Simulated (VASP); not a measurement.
Write the native input for VASP 6.6.1 that does the following.

```yaml
Task: relaxation of cell and atoms
Functional: PBEsol
Potentials_or_basis: VASP PAW PBE potentials, release 64 (Ti, O)
Cutoff: 580 eV
k_mesh: 18 × 18 × 14
Occupations: gaussian, width 0.1 eV
Spin: no spin polarisation
Further_INCAR_settings: ALGO = Normal; EDIFF = 1e-07; IBRION = 2; EDIFFG = -0.005; NSW = 90; ISIF = 3
```

The structure of TiO lies in POSCAR:

```
TiO
1.0
    2.8101587800      0.0000000000      0.0000000000
   -1.4050793900      2.4336688900      0.0000000000
    0.0000000000      0.0000000000      2.8238486900
Ti O
1 1
Direct
    0.6666666700      0.3333333300      0.0000000000
    0.0000000000      0.0000000000      0.5000000000
```

The cell comes from a database or a generator and needn't be the stable form of this composition.

These files were run (other wordings do the same):

INCAR

```
SYSTEM = TiO
PREC     = Accurate       ! precision mode
ENCUT    = 580            ! plane-wave cutoff, eV
EDIFF    = 1E-7           ! SCF threshold, eV
ISMEAR   = 0              ! smearing method
SIGMA    = 0.1            ! smearing width, eV
LREAL    = .False.        ! projectors in reciprocal space
LASPH    = .True.         ! aspherical terms in the spheres
NELM     = 100            ! most SCF steps
ALGO     = Normal         ! electronic algorithm
ISIF     = 3              ! what is computed and relaxed
LWAVE    = .False.        ! write WAVECAR
LCHARG   = .False.        ! write CHGCAR
GGA      = PS             ! functional
IBRION   = 2              ! ionic algorithm
NSW      = 90             ! ionic steps
EDIFFG   = -0.005         ! ionic threshold
```

KPOINTS

```
regular mesh
0
Gamma
  18 18 14
  0 0 0
```

Potentials or basis: VASP PAW PBE potentials, release 64 (Ti, O).

Run with:

```sh
$ cat potpaw_PBE.64/Ti/POTCAR potpaw_PBE.64/O/POTCAR > POTCAR
$ mpirun -np 1 vasp_std > vasp.out
```

It gave:

```
Relaxed volume                         : 9.45 Å³/atom
Relaxed cell                           : a = 2.792 Å, b = 2.792 Å, c = 2.800 Å, α = 90.00°, β = 90.00°, γ = 120.00°
Space group after relaxing (to 0.05 Å) : P-6m2 (No. 187)
Energy gained by relaxing              : 3.9 meV/atom
Ionic steps                            : 3
Pressure after relaxing                : 0.0 GPa
Band gap on the k mesh                 : none (metal or under the smearing width)
```

Caveat: the PAW data sets were made with another functional, which shifts forces and pressure a little; semilocal functionals often make such compounds metallic where correlation or magnetic order opens a gap, which also shifts bond lengths.

Wall time 70 s on 1 thread of Intel(R) Xeon(R) Platinum 8259CL CPU @ 2.50GHz (Skylake/Cascade Lake) (shared host), peak memory 0.22 GiB.
